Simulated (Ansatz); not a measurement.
# NaCl: the band gap up the ladder of functionals

One table from this session's results is given with a row withheld; the runs are named, their logs left out.

The runs shown are made with Ansatz 0.2.0. PAW datasets, plane waves. The cell comes from a prototype generator: it can be a known phase or a hypothetical one. Spin polarisation is off.

## Starting point

The cell was relaxed beforehand with r2SCAN.

Space group P6_3/mmc (No. 194), hexagonal; conventional cell a = 3.892 Å, c = 6.737 Å, 22.10 Å³ an atom. Near Na stand 6 Cl at 2.81 Å; near Cl stand 6 Na at 2.81 Å.

The structure in full:

Space group P6_3/mmc (No. 194). a = 3.892 Å, b = 3.892 Å, c = 6.737 Å, α = 90.00°, β = 90.00°, γ = 120.00°
| atom | site | symmetry | x | y | z |
| --- | --- | --- | --- | --- | --- |
| Na | 2a | -3m. | 0.0000 | 0.0000 | 0.0000 |
| Cl | 2c | -6m2 | 0.3333 | 0.6667 | 0.2500 |

Set-up of the first run:

Contents of input.yaml:

```yaml
crystal:
  lattice:
    - [3.8922714912, 0.0, 0.0]
    - [-1.9461357456, 3.3708059898, 0.0]
    - [0.0, 0.0, 6.7368163433]
  atoms:
    - { symbol: Na, position: [0.0, 0.0, 0.0] }
    - { symbol: Na, position: [0.0, 0.0, 0.5] }
    - { symbol: Cl, position: [0.3333333333, 0.6666666667, 0.25] }
    - { symbol: Cl, position: [0.6666666667, 0.3333333333, 0.75] }
kpoints:
  mp_grid: { grid: [12, 12, 4] }
  band_path:
    path:
      - [[0.0, 0.0, 0.0], [0.5, 2.070021531477e-17, 0.0], [0.3333333333333, 0.3333333333333, 0.0], [0.0, 0.0, 0.0], [0.0, 0.0, 0.5], [0.5, 2.070021531477e-17, 0.5], [0.3333333333333, 0.3333333333333, 0.5], [0.0, 0.0, 0.5]]
      - [[0.5, 2.070021531477e-17, 0.5], [0.5, 2.070021531477e-17, 0.0]]
      - [[0.3333333333333, 0.3333333333333, 0.5], [0.3333333333333, 0.3333333333333, 0.0]]
    npoints: 10
hamiltonian:
  xc: pbe
scf:
  occupations: { method: fermi_dirac, width: 0.02 }
  n_extra_bands: 5
output:
  forces: true
  stress: true
  eigenvalues: true
```

The run is started by

```console
ansatz run input.yaml --threads 2 --pin off --max-ram 2211MiB --backend cpu --events-out ev --progress --plain --runs-dir out
```

Steps of the session up to this table: PBE band path; r2SCAN; HSE06 at the same geometry; PBE0; LDA; Quasiparticle levels, G0W0@PBE; One-shot GW from PBE; DDH-PBE0; r2SCAN0 at the same geometry; Hartree-Fock at the same geometry.

One table of the session follows, with a row left open; its other results are not shown here.

| level | gap (eV) |
| --- | --- |
| PBE | 5.07 |
| r2SCAN | 5.86 |
| HSE06 | 6.45 |
| PBE0 | ? |
| LDA | 4.65 |
| G0W0@PBE (263 empty bands) | 7.77 |
| G0W0@PBE (654 empty bands) | 7.93 |
| DDH-PBE0 | 8.43 |
| r2SCAN0 | 7.62 |
| Hartree-Fock | 13.73 |

Estimate the missing values for PBE0.

The run gave: gap (eV): 7.17. In the column «gap (eV)» it lies between HSE06 (6.45) and r2SCAN0 (7.62).

Meshes: PBE 12×12×4, r2SCAN 12×12×4, HSE06 6×6×4, PBE0 6×6×4, LDA 12×12×4, DDH-PBE0 6×6×4, r2SCAN0 6×6×4, Hartree-Fock 6×6×4

PBE reaches 64 % of the G0W0@PBE value, and r2SCAN 74 %. PBE0 lies 0.72 eV above HSE06, which differs from it by screening the long-range exchange. Hartree-Fock lies above G0W0@PBE by 5.8 eV. No extrapolation in bands, cutoff or mesh was made for G0W0.

Limits of these values: Warnings in the runs' records: stress exchange threshold loose, stress scf threshold loose.
